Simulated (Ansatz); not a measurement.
# Sb under changes of volume

One of the cells (31.554 Å³/atom); the others are scaled copies at fixed shape and fractional positions:

```
CELL_PARAMETERS angstrom
3.16000 0.00000 0.00000
0.00000 3.16000 0.00000
0.00000 0.00000 3.16000
ATOMIC_POSITIONS crystal
Sb 0.00000 0.00000 0.00000
```

This isn't the form of Sb at room conditions, which is rhombohedral.

| Item | Value |
| --- | --- |
| Program | Ansatz 0.2.0 |
| Functional | PBEsol |
| Potentials or basis | Ansatz PAW |
| Cutoff | 420 eV (not typed: the program's choice for these potentials) |
| k mesh | 8 × 8 × 8 |
| Occupations | fermi-dirac, width 0.05 eV |
| Spin | no spin polarisation |

```csv
volume (Å³/atom),energy over the lowest point (meV/atom),pressure (GPa)
29.661,0.00,-1.6
30.292,8.69,-2.8
30.923,21.65,-3.8
31.554,38.36,-4.7
32.186,?,?
32.817,81.35,-6.1
33.448,106.86,-6.7
```

Q: What does the run at 32.186 Å³/atom give?

A: Energy over the lowest point 58.40 meV/atom; pressure -5.5 GPa.

Worked out: A Birch-Murnaghan fit of order 3 (a polynomial in V^(-2/3)) to the other rows has its minimum at 28.89 Å³/atom, just outside them, with B0 = V·E''(V) = 65 GPa and B' = 4.7. It gives 58.41 meV/atom at 32.186 Å³/atom, against the run's 58.40, and -dE/dV = -5.5 GPa, against -5.5.

Energies are extrapolated to zero smearing.

Caveats: the PAW data sets come from PBE, with cores solved anew for the run's functional, which leaves a small shift of forces and pressure.
